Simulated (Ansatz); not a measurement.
# Cu12C: the cost of one run

Computed with Ansatz 0.2.0 (DFT PBE, scalar-relativistic, plane waves, PAW, unless a step's input says otherwise).

2 further runs of the same task are left out: 2 set aside as unsound or not needed.

### Step 1. The structure to begin with

It takes space group Fm-3m (No. 225, cubic). The conventional cell has a = 3.615 Å, b = 3.615 Å, c = 3.615 Å, α = 90.00°, β = 90.00°, γ = 90.00°. Around Cu (site symmetry m-3m) lie 12 Cu at 2.56 Å.

Structure file:

```
CELL_PARAMETERS angstrom
0.00000 1.80750 1.80750
1.80750 0.00000 1.80750
1.80750 1.80750 0.00000
ATOMIC_POSITIONS crystal
Cu 0.00000 0.00000 0.00000
```

The structure comes from the Crystallography Open Database.

### Step 7. Setting up the map

Atoms count from 1 in the order of the input.

C is moved over the surface cell; relaxed at each place: the height of the adsorbate's atoms; substrate rigid; the origin of the map has the adsorbate above Cu9.

- position of C13 along the first surface vector, from above Cu9: 6 values from 0.000 to 0.833, periodic
- position of C13 along the second surface vector, from above Cu9: 6 values from 0.000 to 0.833, periodic

Relaxed at each point: the height of the adsorbate's atoms; substrate rigid. Points are written as (first, second).

The two vectors of the plane (Å): (2.566, 0.000, 0.000); (-1.283, 2.222, 0.000).

(The set-up runs are not shown.)

### Step 8. Grid point (0/6, 0/6) of the map's two axes

File input.yaml:

```yaml
crystal:
  lattice:
    - [5.1319544695, 0.0, 0.0]
    - [-2.5659772347, 4.4444029416, 0.0]
    - [0.0, 0.0, 19.6215702048]
  atoms:
    - { symbol: Cu, position: [0.3333333333, 0.1666666667, 0.2038572835] }
    - { symbol: Cu, position: [0.3333333333, 0.6666666667, 0.2038572835] }
    - { symbol: Cu, position: [0.8333333333, 0.1666666667, 0.2038572835] }
    - { symbol: Cu, position: [0.8333333333, 0.6666666667, 0.2038572835] }
    - { symbol: Cu, position: [0.1666666667, 0.3333333333, 0.3088788019] }
    - { symbol: Cu, position: [0.1666666667, 0.8333333333, 0.3088788019] }
    - { symbol: Cu, position: [0.6666666667, 0.3333333333, 0.3088788019] }
    - { symbol: Cu, position: [0.6666666667, 0.8333333333, 0.3088788019] }
    - { symbol: Cu, position: [0.0, 0.0, 0.4139103099] }
    - { symbol: Cu, position: [0.0, 0.5, 0.4139103099] }
    - { symbol: Cu, position: [0.5, 0.0, 0.4139103099] }
    - { symbol: Cu, position: [0.5, 0.5, 0.4139103099] }
    - { symbol: C, position: [0.0, 0.0, 0.5199160974] }
basis:
  ecutwfc: 420
kpoints:
  mp_grid: { grid: [6, 6, 1] }
hamiltonian:
  xc: pbe
  pseudopotentials: { kind: paw, azcp: { folder: soft_1 } }
scf:
  occupations: { method: gaussian, width: 0.1 }
output:
  forces: true
  eigenvalues: true
relax:
  adjacent_minimum: "off"
  f_tol: 0.025
  max_steps: 16
  constraints:
    - { sites: [0, 1, 2, 3, 4, 5, 6, 7, 8, 9, 10, 11] }
    - { sites: [12], fix: xy }
efield:
  axis: 3
  dipole_correction: true
  ramp_width: 0.04
```

Command:

```
ansatz run input.yaml --threads 4 --pin off --max-ram 12288MiB --backend cpu --events-out ev --progress --plain --runs-dir out
```

Q: Estimate wall time and peak memory on 4 threads of Intel Xeon Platinum 8259CL at 2.50GHz (Skylake/Cascade Lake), shared host.

About 65 s, with a peak of 1.6 GiB.
